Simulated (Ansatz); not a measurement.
In doubt: masses and optical values from hybrid runs of this build are listed as unsure (in some of the runs), which bears on the screening that GW takes from such a start.

The crystal is CdSe (F-43m).

The structure is cubic, space group F-43m (No. 216). Conventional cell: a = 6.050 Å, b = 6.050 Å, c = 6.050 Å, α = 90.00°, β = 90.00°, γ = 90.00°. Nearest to Cd lie 4 Se at 2.62 Å. Nearest to Se lie 4 Cd at 2.62 Å. Farther neighbours and most contacts between anions are not listed.

```yaml
crystal:
  lattice:
    - [0.00000, 3.02500, 3.02500]
    - [3.02500, 0.00000, 3.02500]
    - [3.02500, 3.02500, 0.00000]
  atoms:
    - { symbol: Cd, position: [0.00000, 0.00000, 0.00000] }
    - { symbol: Se, position: [0.75000, 0.75000, 0.75000] }
```

Geometry: measured lattice cell, ions relaxed with PBE; the structure entry is the Materials Project's. The runs that relaxed it are not among those shown.

Gaps computed with Ansatz 0.2.0 without a self-energy: HSE06 1.60 eV, r2SCAN 1.12 eV and PBE0 2.25 eV.

Q: Estimate the G0W0@HSE06 gap with 4×4×4 mesh, 165 empty bands, screening to 120 eV, PAW set soft_1 files.

About 1.85 eV: on its mesh the run moves the gap from 1.60 eV by +0.25 eV. Among the scalar-relativistic levels given, HSE06 is nearest (−0.25 eV). Bands and cutoff are finite, so the gap is not at the basis limit. The miss can reach some tenths of an eV and take either sign; the mesh is an error of its own. The many-body steps are scalar-relativistic: spin-orbit coupling is not in them.

[Paths, hosts, dates, memory and timing lines, banners, echoed tables and standing remarks are left out of the program output.]

[Logs are printed without paths, hosts, clocks, repeated set-up lines and the standing remarks that a program may print on its own settings, such as how far it seeks lower states.]

[Runs of the session that timed out or met a known fault of the program may be left out.]

[Cells called generated may have been cut or substituted from an entry of the Crystallography Open Database or the Materials Project.]

[Hosts, paths, dates, database ids (printed as entryN), source tags and the programs' standing remarks are cut or masked in the printed files.]
